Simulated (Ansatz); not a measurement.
Input and command of a calculation in Ansatz (plane waves; scalar-relativistic PAW potentials unless the input names others):

```yaml
crystal:
  lattice:
    - [-1.9069712168, 1.9069712168, 1.858971323]
    - [1.9655067597, -1.9655067597, 1.9760424089]
    - [1.8321175813, 1.8906531242, -1.917506866]
  atoms:
    - { symbol: Sb, position: [0.0, 0.0, 0.0] }
basis:
  ecutwfc: 420
kpoints:
  mp_grid: { grid: [14, 14, 14] }
hamiltonian:
  xc: pbe
scf:
  occupations: { method: gaussian, width: 0.1 }
  mixing: { algorithm: anderson, beta: 1.0, ndim: 1, preconditioner: none }
  max_iter: 75
output:
  forces: true
  eigenvalues: true
  stress: true
```

```bash
ansatz run input.yaml --threads 1 --pin off --max-ram 1331MiB --backend cpu --events-out ev --progress --plain --runs-dir out
```

Abridged log:
```
Basis set: ecut = 420 eV, 559 PW (Γ), exchange–correlation on 48×48×48 points (8 copies of the dense FFT grid, shifted against one another)
Bands: 12, of which v1, the nominal top of the filled ones, is band 8 counted from 1 (7 counted from 0)
Symmetry: 4 space group operations
k-points: 744 of 2744
SCF iter   1: F=—  HF=-6484.247319 eV  |F-HF|=—  |Δ(HF+E_count)|=         —  Δρ=7.90e-4  dr2=7.34e-5  ethr=1.77e-3  ⟨swp⟩=5.0  Hψ=52172  notcnv=0
SCF iter   2: F=—  HF=-6484.246961 eV  |F-HF|=—  |Δ(HF+E_count)|=   3.58e-4  Δρ=7.21e-4  dr2=1.17e-4  ethr=4.89e-7  ⟨swp⟩=2.7  Hψ=21406  notcnv=0
SCF iter   3: F=—  HF=-6484.246930 eV  |F-HF|=—  |Δ(HF+E_count)|=   3.14e-5  Δρ=5.95e-4  dr2=7.94e-5  ethr=4.89e-7  ⟨swp⟩=2.0  Hψ=14266  notcnv=0
SCF iter   4: F=—  HF=-6484.246908 eV  |F-HF|=—  |Δ(HF+E_count)|=   2.13e-5  Δρ=4.73e-4  dr2=5.02e-5  ethr=4.89e-7  ⟨swp⟩=2.0  Hψ=14229  notcnv=0
SCF iter   5: F=—  HF=-6484.246895 eV  |F-HF|=—  |Δ(HF+E_count)|=   1.35e-5  Δρ=3.75e-4  dr2=3.17e-5  ethr=3.35e-7  ⟨swp⟩=2.0  Hψ=14228  notcnv=0
SCF iter   6: F=—  HF=-6484.246887 eV  |F-HF|=—  |Δ(HF+E_count)|=   8.50e-6  Δρ=2.98e-4  dr2=2.00e-5  ethr=2.11e-7  ⟨swp⟩=2.0  Hψ=14228  notcnv=0
SCF iter   7: F=—  HF=-6484.246881 eV  |F-HF|=—  |Δ(HF+E_count)|=   5.35e-6  Δρ=2.37e-4  dr2=1.26e-5  ethr=1.33e-7  ⟨swp⟩=2.0  Hψ=14229  notcnv=0
SCF iter   8: F=—  HF=-6484.246878 eV  |F-HF|=—  |Δ(HF+E_count)|=   3.38e-6  Δρ=1.88e-4  dr2=7.94e-6  ethr=8.39e-8  ⟨swp⟩=2.0  Hψ=14228  notcnv=0
   ...
SCF iter  11: F=—  HF=-6484.246873 eV  |F-HF|=—  |Δ(HF+E_count)|=   8.46e-7  Δρ=9.41e-5  dr2=1.99e-6  ethr=2.10e-8  ⟨swp⟩=2.0  Hψ=14228  notcnv=0
SCF iter  12: F=—  HF=-6484.246873 eV  |F-HF|=—  |Δ(HF+E_count)|=   5.34e-7  Δρ=7.47e-5  dr2=1.25e-6  ethr=1.33e-8  ⟨swp⟩=2.0  Hψ=14228  notcnv=0
SCF iter  13: F=—  HF=-6484.246873 eV  |F-HF|=—  |Δ(HF+E_count)|=   3.36e-7  Δρ=5.93e-5  dr2=7.91e-7  ethr=8.36e-9  ⟨swp⟩=2.0  Hψ=14229  notcnv=0
SCF iter  14: F=—  HF=-6484.246872 eV  |F-HF|=—  |Δ(HF+E_count)|=   2.12e-7  Δρ=4.71e-5  dr2=4.99e-7  ethr=5.27e-9  ⟨swp⟩=2.0  Hψ=14228  notcnv=0
SCF iter  15: F=—  HF=-6484.246872 eV  |F-HF|=—  |Δ(HF+E_count)|=   1.34e-7  Δρ=3.74e-5  dr2=3.15e-7  ethr=3.33e-9  ⟨swp⟩=2.0  Hψ=14228  notcnv=0
SCF iter  16: F=—  HF=-6484.246872 eV  |F-HF|=—  |Δ(HF+E_count)|=   8.44e-8  Δρ=2.97e-5  dr2=1.98e-7  ethr=2.10e-9  ⟨swp⟩=2.0  Hψ=14229  notcnv=0
SCF iter  17: F=—  HF=-6484.246872 eV  |F-HF|=—  |Δ(HF+E_count)|=   5.32e-8  Δρ=2.36e-5  dr2=1.25e-7  ethr=1.32e-9  ⟨swp⟩=2.0  Hψ=14228  notcnv=0
SCF iter  18: F=-6484.246872 eV  HF=-6484.246872 eV  |F-HF|=1.03e-7  |Δ(HF+E_count)|=   3.34e-8  Δρ=1.87e-5  dr2=7.93e-8  ethr=6.67e-10  ⟨swp⟩=6.8  Hψ=43450  notcnv=0
SCF 1 converged in 18 iterations: F = -6484.246872 eV  dr2 = 7.93e-8
SCF converged after 18 iterations
Stability not checked: this state was not tested for a lower state beside it, because the mixer in use, unlike msr1, does not test its closes by its own steps (another_mixer; see scf.mixing.algorithm and scf.lower_state_search)
Free energy (F): -6484.246872 eV
Harris-Foulkes:  -6484.246872 eV  (|F-HF|=1.03e-7)
Internal energy: -6484.243149 eV  (E = F + TS)
E sigma→0 (E₀):  -6484.245010 eV
Entropy (-TS):   -0.003723 eV (-3.723 meV/atom)
Fermi energy:    11.199699 eV
--- Forces (eV/Å), atoms counted from 1 ---
  atom   1  Sb     0.00000000     0.00000000     0.00000000
--- Stress (GPa, compression-positive) ---
       -0.754615       1.029748      -0.890567
        1.029748      -0.754615       0.890567
       -0.890567       0.890567      -0.833008
  P = ⅓ Tr σ = -0.7807 GPa (-7.807 kbar)
```

One setting here is unusual or wrong in general: mixing far too strong (scf.mixing: not typed → {"algorithm": "anderson", "beta": 1.0, "ndim": 1, "preconditioner": "none"}). For this cell it did little harm to the result: the run converged in 18 SCF iterations (reference: 6) with an energy at zero smearing within 0.01 meV/atom of the reference's, pressure -0.78 GPa, largest force 0.000 eV/Å, no gap on the mesh. A reference run from the same start on usual settings converged with pressure -0.78 GPa, largest force 0.000 eV/Å, no gap on the mesh.